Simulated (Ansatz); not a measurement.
## How Ti$_{3}$Si stores the work of compression

Method: Ansatz, DFT r2SCAN, scalar-relativistic, plane waves, PAW. (500 eV cutoff, 6×6×8 k-mesh, Gaussian smearing of 0.10 eV, no spin polarisation)

The relaxed crystal:

```
Ti Si
1.0
     5.62856    0.00000    0.00000
    -2.81428    4.87448    0.00000
     0.00000    0.00000    4.50395
Ti Si
6 2
Direct
  0.34370 0.17185 0.75000
  0.82815 0.17185 0.75000
  0.82815 0.65630 0.75000
  0.65630 0.82815 0.25000
  0.17185 0.82815 0.25000
  0.17185 0.34370 0.25000
  0.33333 0.66667 0.75000
  0.66667 0.33333 0.25000
```

Cell and atoms were relaxed at each target pressure within the start's symmetry (P6_3/mmc), at zero temperature; other phases can be more stable under pressure. H = E + PV with P the target; E is the free energy at the smearing used, whose derivative the pressure is, per atom and counted from zero pressure.

```
P (GPa) V (Å³/atom) E − E0 (meV) H − H0 (meV)
      0       15.446           0.0           0.0
      2       15.237           1.3         191.5
      5       14.950           7.5         474.1
     10       14.519          27.5         933.7
     20       13.796          94.4        1816.6
```

**Question.** Thermodynamics gives dH/dP = V along a relaxed path. Integrate V over P by the trapezoid rule and compare with the computed enthalpies.

**Answer.** With 1 eV/Å³ = 160.22 GPa, each step adds the mean volume times ΔP / 160.22:
```tsv
P (GPa)	∫V dP (meV)	H − H0 (meV)	difference (meV)
2	191.5	191.5	0.0
5	474.1	474.1	0.1
10	934.0	933.7	0.2
20	1817.6	1816.6	1.0
```

V(P) curves upward, so the trapezoid rule runs high; integrating a smooth curve through the same points (P as a polynomial of degree 4 in ln V) puts that excess at about 1.1 meV at 20 GPa, against the 1.0 meV found.

**Question.** At 20 GPa, how much of the enthalpy change is stored energy and how much is the PV term?

**Answer.** E rises by 94 meV/atom and PV is 20 × 13.796 / 160.22 = 1722 meV/atom, so PV makes 95 % of ΔH. So between rival structures at high pressure a small difference in volume can outweigh the difference in energy: 1 % of this volume is worth 17.2 meV/atom at this pressure.

**Question.** What bulk modulus do the lowest pressures give?

**Answer.** From the pressures that the runs reached, -2.01 GPa (15.671 Å³) and 2.00 GPa (15.237 Å³), B = −ΔP/Δln V = 4.01 / 0.0281 = 143 GPa, a mean over that range.